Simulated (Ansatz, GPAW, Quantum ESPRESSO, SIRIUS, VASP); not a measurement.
# CdTe: 5 runs at one level of theory

```
Te Cd
1.0
     0.00000    3.20500    3.20500
     3.20500    0.00000    3.20500
     3.20500    3.20500    0.00000
Te Cd
1 1
Direct
  0.75000 0.75000 0.75000
  0.00000 0.00000 0.00000
```

Alike in all runs: task single point; functional PBEsol; k mesh 7 × 7 × 7; occupations fermi-dirac, width 0.05 eV; no spin polarisation; no spin-orbit coupling. Pressure is positive in compression and, in plane waves, holds the error of the finite cutoff.

```csv
program and potentials,plane-wave cutoff (eV),notes,pressure (GPa)
"GPAW, PAW data sets generated for this functional",600,9 valence electrons an atom on average,1.26
"Quantum ESPRESSO, GBRV 1.5 PBEsol",612,9 valence electrons an atom on average,1.98
"Ansatz, all-electron LAPW, scalar-relativistic",-,-,1.68
"VASP, PBE PAW files Cd, Te, 520 eV",520,potentials made for PBE; 9 valence electrons an atom on average,1.86
"SIRIUS, PseudoDojo 0.4.1 PBEsol standard (scalar relativistic)",1388,18 valence electrons an atom on average,1.72
```

The pressure spans 1.26 (GPAW, PAW data sets generated for this functional) to 1.98 GPa (Quantum ESPRESSO, GBRV 1.5 PBEsol), with all-electron results at 1.68.

The functional is the same throughout but for its coding, so the spread measures potentials, basis and numerics; runs on potential files found faulty are left out.
